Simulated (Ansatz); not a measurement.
Straining Al2Cu

The calculation used DFT r2SCAN, scalar-relativistic, plane waves, PAW (Ansatz). Settings: 500 eV cutoff, 10×10×6 k-mesh, Gaussian smearing of 0.10 eV, no spin polarisation.

Reference structure (relaxed):

```
CELL_PARAMETERS angstrom
2.86707 2.86707 0.00000
-2.86707 2.86707 0.00000
0.00000 0.00000 5.73415
ATOMIC_POSITIONS crystal
Al 0.50000 0.00000 0.25000
Al 0.00000 0.50000 0.25000
Al 0.00000 0.50000 0.75000
Al 0.50000 0.00000 0.75000
Cu 0.00000 0.00000 0.50000
Cu 0.50000 0.50000 0.00000
```

Deformation: uniaxial strain along c, with the lengths of a and b and the atoms relaxed and the angles held, all within the symmetry that the strain leaves. Energies are extrapolated to zero smearing. On this cell's mesh the reference holds a stress of up to 0.77 GPa.

```csv
strain (%),ΔE (meV/atom),a (Å),b (Å),c (Å)
-6.0,28.1,4.120,4.120,5.390
-4.0,10.2,4.100,4.100,5.505
-2.0,1.3,4.080,4.080,5.619
+0.0,0.0,4.055,4.055,5.734
+2.0,4.8,4.039,4.039,5.849
+4.0,13.7,4.014,4.014,5.964
+6.0,25.4,3.986,3.986,6.078
```

Question: What stiffness (1/V) d²E/dε² at zero strain does a cubic fit over all points give?

Answer: A cubic fit gives (1/V) d²E/dε² = 151 GPa at zero strain (Young's modulus along this axis, angles held).

Question: How does the free axis a answer a small strain?

Answer: Between the innermost points its strain is -0.25 times the applied one.